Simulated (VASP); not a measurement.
Write the native input for VASP 6.6.1 that does the following.

* Task: relaxation of cell and atoms
* Functional: PBE
* Potentials or basis: VASP PAW PBE potentials, release 64 (Cs_sv, H)
* Cutoff: 600 eV
* k mesh: 12 × 12 × 8
* Occupations: gaussian, width 0.1 eV
* Spin: no spin polarisation
* Dipole correction: no
* Further INCAR settings: ALGO = Fast; EDIFF = 1e-07; IBRION = 2; EDIFFG = -0.01; NSW = 100; ISIF = 3

The structure of CsH4 lies in POSCAR:

```
CsH4
1.0
    3.5587919071      0.0000000000      0.0000000000
   -1.7793959536      3.0820041983      0.0000000000
    0.0000000000      0.0000000000      5.0274677260
Cs H
1 4
Direct
    0.0000000000      0.0000000000      0.5000000000
    0.5000000000      0.0000000000      0.0000000000
    0.0000000000      0.5000000000      0.0000000000
    0.5000000000      0.5000000000      0.0000000000
    0.0000000000      0.0000000000      0.0000000000
```

The cell was built by a generator and needn't be a form met in nature.

The cell isn't the ideal one: random cell by space group and Wyckoff sites (P6mm, No. 183).

These files were run (other wordings do the same):

INCAR

```
SYSTEM = CsH4
ALGO = Fast
EDIFF = 1E-7
EDIFFG = -0.01
ENCUT = 600
GGA = PE
IBRION = 2
ISIF = 3
ISMEAR = 0
LASPH = .TRUE.
LCHARG = .FALSE.
LREAL = .FALSE.
LWAVE = .FALSE.
NELM = 60
NSW = 100
PREC = Accurate
SIGMA = 0.1
```

KPOINTS

```
k-points
0
G
  12 12 8
  0 0 0
```

Potentials or basis: VASP PAW PBE potentials, release 64 (Cs_sv, H).

Launch:

```bash
$ cat potpaw_PBE.64/Cs_sv/POTCAR potpaw_PBE.64/H/POTCAR > POTCAR
$ mpirun -np 1 vasp_std > vasp.out
```

It gave:

```json
{
 "Relaxed volume": "11.23 Å³/atom",
 "Relaxed cell": "a = 3.596 Å, b = 3.596 Å, c = 5.013 Å, α = 90.00°, β = 90.00°, γ = 120.00°",
 "Space group after relaxing (to 0.05 Å)": "P6/mmm (No. 191)",
 "Energy gained by relaxing": "0.8 meV/atom",
 "Ionic steps": "5",
 "Pressure after relaxing": "0.1 GPa",
 "Band gap on the k mesh": "none (metal or under the smearing width)"
}
```

It took 2.5 min on 1 thread of Intel(R) Xeon(R) Platinum 8559C (Emerald Rapids), with other jobs on the host, peak memory 0.22 GiB.
